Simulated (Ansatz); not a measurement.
## Vibrational response of CaF$_{2}$ at 1 GPa

Theory: Ansatz 0.2.0, DFT LDA, scalar-relativistic, plane waves, PAW. Plane waves to 420 eV; Γ-centred k mesh 8×8×8; fixed occupations. No spin polarisation. Phonons by linear response, acoustic sum rule imposed.

The cell, relaxed at 1 GPa:
```xyz
3
Lattice="0.0000 2.6545 2.6545 2.6545 0.0000 2.6545 2.6545 2.6545 0.0000" Properties=species:S:1:pos:R:3 pbc="T T T"
Ca    0.0000    0.0000    0.0000
F     1.3272    1.3272    1.3272
F     3.9817    3.9817    3.9817
```

**Question.** Is this structure stable against zone-centre distortions?

**Answer.** Yes, at Γ: no optical mode is imaginary. Strains and other wave vectors aren't tested by this run.

**Question.** List the optical modes at Γ without the LO field (i marks imaginary ones).

**Answer.**
```tsv
frequency (meV)	degeneracy	IR intensity of the level ((D/Å)²/amu)
35.3	3	20.15
42.7	3	0.00
```

Cost: 1 run of about 0.86 core-minutes, on Intel Xeon Processor @ 2.50GHz (Skylake/Cascade Lake) (shared hosts).